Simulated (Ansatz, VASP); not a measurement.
## Bi: VASP beside Ansatz

Contents of INCAR:

```
SYSTEM = Bi
PREC     = Accurate       ! precision mode
ENCUT    = 520            ! plane-wave cutoff, eV
EDIFF    = 1E-6           ! SCF threshold, eV
ISMEAR   = -1             ! smearing method
SIGMA    = 0.03           ! smearing width, eV
LREAL    = .False.        ! projectors in reciprocal space
LASPH    = .True.         ! aspherical terms in the spheres
NELM     = 80             ! most SCF steps
ALGO     = Normal         ! electronic algorithm
ISIF     = 2              ! what is computed and relaxed
LWAVE    = .False.        ! write WAVECAR
LCHARG   = .False.        ! write CHGCAR
GGA      = PE             ! functional
NBANDS   = 22             ! bands
```

Contents of KPOINTS:

```
regular mesh
0
Gamma
  8 8 8
  0 0 0
```

POSCAR

```
Bi
1.0
    2.2924582305      1.3235513765      4.0467531177
   -2.2924582305      1.3235513765      4.0467531177
    0.0000000000     -2.6471027530      4.0467531177
Bi
2
Direct
    0.2337113826      0.2337113826      0.2337113826
    0.7662886174      0.7662886174      0.7662886174
```

Input for Ansatz:

```yaml
crystal:
  lattice:
    - [2.2924582305, 1.3235513765, 4.0467531177]
    - [-2.2924582305, 1.3235513765, 4.0467531177]
    - [0.0, -2.647102753, 4.0467531177]
  atoms:
    - { symbol: Bi, position: [0.2337113826, 0.2337113826, 0.2337113826] }
    - { symbol: Bi, position: [0.7662886174, 0.7662886174, 0.7662886174] }
hamiltonian:
  xc: pbe
  pseudopotentials:
    kind: paw
    azcp:
      Bi: "pseudopotentials/Bi.paw.azcp"
basis:
  ecutwfc: 420
  fft_grid_basis: typed
kpoints:
  mp_grid: { grid: [8, 8, 8], shift: [0, 0, 0] }
magnetization:
  spin_polarized: false
scf:
  occupations: { method: fermi_dirac, width: 0.03 }
  lower_state_search: "off"
output:
  stress: true
```

Alike in both runs: task single point; functional PBE; k mesh 8 × 8 × 8; occupations fermi-dirac, width 0.03 eV; no spin polarisation.

|  | VASP | Ansatz |
| --- | --- | --- |
| version | VASP 6.6.1 | Ansatz 0.2.0 |
| potentials or method | VASP PAW PBE potentials, release 64 (Bi_d) | plane waves (420 eV) with PAW, scalar-relativistic |
| plane-wave cutoff (eV) | 520 | 420 |
| valence electrons in the cell | 30 | 30 |

|  | VASP | Ansatz | Ansatz less VASP |
| --- | --- | --- | --- |
| pressure (GPa) | -0.1 | 0.0 | +0.04 |

The functional is the same, so the differences come from potentials, cutoffs and numerics.
